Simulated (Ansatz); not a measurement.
**SrO in Ansatz: the effect of functional**

Crystal: SrO.

```xyz
2
Lattice="0.0000 2.5663 2.5663 2.5663 0.0000 2.5663 2.5663 2.5663 0.0000" Properties=species:S:1:pos:R:3 pbc="T T T"
Sr    2.5663    2.5663    2.5663
O     0.0000    0.0000    0.0000
```

Alike in all runs:

```yaml
Program: Ansatz 0.2.0
Task: band structure
Potentials_or_basis: Ansatz PAW
k_mesh: 9 × 9 × 9
Occupations: fermi-dirac, width 0.05 eV
Spin: no spin polarisation
```

```tsv
functional	cutoff	gap on the mesh (eV)	pressure (GPa)
LDA	420 eV (not typed: the program's choice for these potentials)	?	?
PBEsol	420 eV (not typed: the program's choice for these potentials)	3.26	-0.6
RPBE	420 eV (not typed: the program's choice for these potentials)	3.49	6.4
revPBE	420 eV (not typed: the program's choice for these potentials)	3.46	5.6
BLYP	420 eV (not typed: the program's choice for these potentials)	3.51	6.2
r2SCAN	500 eV (not typed: the program's choice for these potentials)	3.85	1.5
```

What does the run with functional LDA give?

gap on the mesh 3.21 eV; pressure -3.8 GPa.

Caveats: the k mesh misses the band edges, so the gap on the mesh is wider than the one along the path; the PAW data sets come from PBE, with cores solved anew for the run's functional, which leaves a small shift of forces and pressure.

Runs at the PBE level aren't shown here.
